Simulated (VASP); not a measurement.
**Sn: equation of state with PBE**

Sn:

```
Sn
1.0
     0.00000    3.23334    3.23334
     3.23334    0.00000    3.23334
     3.23334    3.23334    0.00000
Sn
2
Direct
  0.75000 0.75000 0.75000
  0.50000 0.50000 0.50000
```

This isn't the form of Sn at room conditions, which is tetragonal (white tin).

```yaml
Program: VASP 6.6.1
Task: equation of state
Functional: PBE
Potentials_or_basis: VASP PAW PBE potentials, release 64 (Sn_d)
Cutoff: 520 eV
k_mesh: 7 × 7 × 7
Occupations: fermi-dirac, width 0.05 eV
Spin: no spin polarisation
```

* Equilibrium volume: 36.86 Å³/atom (rough: see the caveat)
* Bulk modulus: 35 GPa (rough)

Energy against volume, from the lowest point:
| volume (Å³/atom) | energy (meV/atom) |
| --- | --- |
| 31.775 | 101.00 |
| 32.451 | 71.91 |
| 33.127 | 48.44 |
| 33.803 | 30.01 |
| 34.479 | 16.11 |
| 35.155 | 6.25 |
| 35.831 | 0.00 |

All runs of the series together: 120 s on 1 thread of Intel(R) Xeon(R) Platinum 8559C (Emerald Rapids) (shared host).

Caveat: the minimum lies outside the volumes run.
